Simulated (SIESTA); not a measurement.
Set up this calculation in SIESTA 5.4.2, as the native input.

```
Task                : band structure
Functional          : PBE
Potentials or basis : PseudoDojo 0.4 standard (PBE files)
Basis               : DZP (energy shift 0.003 Ry; two zetas on semicore shells; d shell added on Sr)
Grid cutoff         : 800 Ry
Energy shift        : 0.003 Ry
k mesh              : 9 × 9 × 9
Occupations         : fermi-dirac, width 0.05 eV
Spin                : no spin polarisation
```

Crystal: SrO.

```
Sr O
1.0
     3.64749    0.00000    0.00000
     1.84189    3.14827    0.00000
     1.80560    1.03555    2.97309
Sr O
1 1
Direct
  0.50000 0.50000 0.50000
  0.00000 0.00000 0.00000
```

The cell isn't the ideal one: cell strained along z.

One way to write it, as run:

SrO.fdf

```
SystemName                      SrO
SystemLabel                     SrO
NumberOfSpecies                 2
NumberOfAtoms                   2
%block ChemicalSpeciesLabel
  1  38 Sr
  2   8 O
%endblock ChemicalSpeciesLabel

LatticeConstant                 3.6474878900 Ang
%block LatticeParameters
  1.0000000000 1.0000000000 0.9950125619 60.1648464497 60.1648464502 59.6703070991
%endblock LatticeParameters
AtomicCoordinatesFormat         Fractional
%block AtomicCoordinatesAndAtomicSpecies
     0.5000000000     0.5000000000     0.5000000000  1  Sr
     0.0000000000     0.0000000000     0.0000000000  2  O
%endblock AtomicCoordinatesAndAtomicSpecies

%block kgrid.MonkhorstPack
    9   0   0  0.0
    0   9   0  0.0
    0   0   9  0.0
%endblock kgrid.MonkhorstPack
XC.Functional                   GGA
XC.Authors                      PBE
PAO.BasisSize                   DZP
PAO.EnergyShift                 0.003 Ry
Mesh.Cutoff                     800 Ry
OccupationFunction              FD
ElectronicTemperature           0.05 eV
MaxSCFIterations                120
SCF.MustConverge                false
SCF.Mixer.Method                Pulay
SCF.Mixer.Weight                0.25
SCF.Mixer.History               8
SCF.DM.Tolerance                5.0e-05
SCF.H.Tolerance                 1.0e-03 eV
WriteForces                     true
Charge.Mulliken                 end
Charge.Hirshfeld                end
Charge.Voronoi                  end
SaveRho                         true
SaveElectrostaticPotential      true
BandLinesScale                  ReciprocalLatticeVectors
%block BandLines
    1    0.000000   0.000000   0.000000  \Gamma
   11   -0.500000   0.000000  -0.500000  X
    5   -0.500000  -0.245074  -0.745074  Y
    4   -0.372537  -0.372537  -0.745074  S
   12    0.000000   0.000000   0.000000  \Gamma
   11    0.500000   0.500000   0.000000  Z
    4    0.372537   0.372537  -0.254926  S1
    7    0.000000   0.000000  -0.500000  N
    8   -0.250000   0.250000  -0.500000  P
    8    0.245074   0.500000  -0.254926  Y1
    6    0.500000   0.500000   0.000000  Z
    1   -0.500000   0.000000  -0.500000  X
    5   -0.250000   0.250000  -0.500000  P
%endblock BandLines
%block PAO.Basis
  Sr 5
  n=4 0 2
    3.897 0.000
  n=5 0 2
    9.500 0.000
  n=4 1 2
    4.631 0.000
  n=5 1 1
    9.500
  n=4 2 1
    7.000
%endblock PAO.Basis
```

Potentials or basis: PseudoDojo 0.4 standard (PBE files), DZP (energy shift 0.003 Ry; two zetas on semicore shells; d shell added on Sr).

The run is started by

```sh
$ siesta < SrO.fdf > SrO.out 2>&1
```

Results of the run:

* Pressure: 3.1 GPa
* Band gap on the k mesh: 3.29 eV, indirect (least direct gap 3.40 eV)
* Band gap along the path: 3.24 eV, indirect (least direct gap 3.33 eV)
* Hirshfeld charges: Sr +0.38; O -0.38 e
* Voronoi charges: Sr +0.35; O -0.35 e

Caveat: Mulliken charges of long-ranged orbitals can have an unphysical sign; the basis of atomic orbitals isn't converged, which shifts pressures, moduli and gaps.

Run time: 39 s on 1 thread of Intel(R) Xeon(R) 6975P-C (Granite Rapids), with other jobs on the host, peak memory 0.32 GiB.
